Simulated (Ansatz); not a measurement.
**CoSn: strain energy, fitted**

CoSn, P6/mmm, a = 5.297 Å, c = 4.230 Å. The structure is a Materials Project entry; whether it is the stable form wasn't checked. Ansatz: PBE, PAW, 420 eV, Γ-centred 12×12×8 mesh on 6 atoms, Gaussian smearing 0.10 eV; no spin polarisation. Series: equal strain along all axes, cell held, atoms fixed by symmetry; x is the strain in per cent. y is the free energy over the unstrained cell, V0 = 17.129 Å³/atom.

```
x (%) y (meV/atom)
 -6.0             ?
 -4.0        114.80
 -2.0         26.43
  0.0          0.00
  2.0         22.94
  4.0         84.80
  6.0        176.96
```

Problem. Fit y = c2 x² + c3 x³ to the other rows, turn c2 into a modulus, and predict the missing energy.

Solution. Least squares on the rows shown. y = 6.2566 x² − 0.22511 x³. In eV per unit strain² c2 is 62.57; the stiffness is B for this strain (E = 9/2 B V0 ε², shape held): 2 × 62.57 × 160.2 / (9 × 17.129) = 130 GPa. At x = -6.0 the fit asked for gives 273.86 meV/atom. The run gave 280.31 meV/atom, so the fit is 6.45 meV/atom too low, 2.3 % of the span of the series, against an rms of 0.50 meV/atom on the fitted rows. The row lies outside the fitted range. With a term in x⁴ added, a fit to the same known rows predicts 278.19 meV/atom, so most of the miss is curvature that the known rows already hold.